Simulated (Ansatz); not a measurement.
TiO2 — field gradients at the nuclei

The cell is a computed structure from the Materials Project (it need not be an observed phase), taken as it stands.

```
Ti O
1.0
    -4.35076    4.35076    1.88756
     4.35076   -4.35076    1.88756
     4.35076    4.35076   -1.88756
Ti O
4 8
Direct
  0.70772 0.00286 0.71057
  0.99714 0.70772 0.70486
  0.00286 0.29228 0.29514
  0.29228 0.99714 0.28943
  0.50114 0.15078 0.65192
  0.83834 0.84040 0.67874
  0.84922 0.50114 0.35035
  0.84040 0.16166 0.00206
  0.15960 0.83834 0.99794
  0.15078 0.49886 0.64965
  0.16166 0.15960 0.32126
  0.49886 0.84922 0.34808
```

Atoms are numbered from 1 in the order listed; like atoms form one site, named after its first atom.

The numbers come from a DFT calculation in Ansatz (r2SCAN, plane waves and PAW (field gradients read without the response of the frozen cores, which leaves them typically 4 to 6 % off), scalar-relativistic, 500 eV cutoff, Γ-centred 7×7×7 k-points, Fermi–Dirac smearing 0.02 eV).

Conventions: |V_zz| ≥ |V_yy| ≥ |V_xx|, η = (V_xx − V_yy)/V_zz, C_Q = eQV_zz/h. Directions are in the Cartesian axes of the cell vectors above, for the atom listed; none is given where the gradient is under 0.02 or η is above 0.95.

| site | first atom | first shell | V_zz (10²¹ V/m²) | η | direction of V_zz (x, y, z) |
| --- | --- | --- | --- | --- | --- |
| Ti | 1 | 6 O at 1.80–2.26 Å | 1.36 | 0.21 | 0.08 1.00 0.00 |
| O5 | 5 | 4 Ti at 1.95–2.26 Å | -3.31 | 0.44 | 1.00 0.01 0.00 |
| O6 | 6 | 2 Ti at 1.80–1.81 Å, angle 169° | 1.89 | 0.79 | -0.70 0.71 0.00 |

The largest force is 0.3 eV/Å, so the atoms aren't at the calculated equilibrium and relaxing them would move these values.
